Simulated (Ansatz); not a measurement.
System: fluorite SrF2. Method: PBE (PAW; Ansatz, a quantum-chemistry and plane-wave program).

Settings: plane-wave cutoff 520 eV, 10×10×10 k mesh, Fermi–Dirac smearing 0.01 eV, scalar-relativistic PAW data made under PBE.

Energies at three volumes about the minimum:

```tsv
V (Å³/atom)	E − E_lowest (meV/atom)
16.411	1.40
16.746	0.00
17.081	1.30
```

Task: Fit a parabola by hand: where is the minimum, what lattice constant follows, and what is the bulk modulus?

Result: Slopes: (0.00 − 1.40)/(16.746 − 16.411) = -4.179 and (1.30 − 0.00)/(17.081 − 16.746) = 3.881 meV/Å³. Curvature E″ = 2 × (3.881 − (-4.179))/(17.081 − 16.411) = 24.060 meV/Å⁶. From the middle of the first interval, the slope vanishes at V0 = 16.5785 − (-4.179)/24.060 = 16.752 Å³/atom. B = V0 E″ = 16.752 × 24.060 meV/Å³ × 0.1602 GPa per meV/Å³ = 64.6 GPa. With 12 atoms in the cube, a = (12 × 16.752)^(1/3) = 5.858 Å. The full Birch–Murnaghan fit to all volumes gives V0 = 16.746 Å³/atom and B0 = 64.6 GPa.

Measured, for comparison: bulk modulus 69 GPa (temperature not stated, not corrected to a static lattice; as tabulated in On the Morphology of Group II Metal Fluoride Nanocrystals at Finite Temperature …). Computed less measured: bulk modulus -6 %.
